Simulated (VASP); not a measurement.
A run of VASP 6.6.1 is set up as follows.

INCAR

```
PREC = Accurate
ENCUT = 520
EDIFF = 1E-6
ISMEAR = 0
SIGMA = 0.05
LREAL = F
LASPH = T
NELM = 100
ALGO = Normal
ISIF = 2
LWAVE = F
LCHARG = F
GGA = PS
NBANDS = 16
```

File KPOINTS:

```
Automatic mesh
0
Gamma
  8 8 8
```

File POSCAR:

```
InAs
1.0
    0.0000000000      3.0180000000      3.0180000000
    3.0180000000      0.0000000000      3.0180000000
    3.0180000000      3.0180000000      0.0000000000
In As
1 1
Direct
    0.0000000000      0.0000000000      0.0000000000
    0.7500000000      0.7500000000      0.7500000000
```

Potentials or basis: VASP PAW PBE potentials, release 64 (In_d, As).

The run is started by

```bash
$ cat potpaw_PBE.64/In_d/POTCAR potpaw_PBE.64/As/POTCAR > POTCAR
$ mpirun -np 1 vasp_std > vasp.out
```

Problem. Predict the band gap on the k mesh.

Solution. Zero (filled and empty bands touch).

Problem. Estimate the pressure.

Solution. 1.6 GPa.

Caveat: the PAW data sets were made with another functional, which shifts forces and pressure a little; spin-orbit coupling is left out, which moves the levels of the heavy elements.

**The experiment to reproduce.**

From a printed reference work, data compilation, for a bulk crystal of InAs at 4.2 K: band gap 0.418 eV (direct).

A measured gap of InAs is 0.418 eV (direct; 4.2 K; a printed reference work, data compilation); the calculated 0.00 eV misses it by -0.42 eV. Spin-orbit coupling on As, In is left out. The value is that of PBEsol on a finite k mesh, which can miss the band edges, without temperature or zero-point motion. Semilocal functionals fall short of measured gaps as a rule.
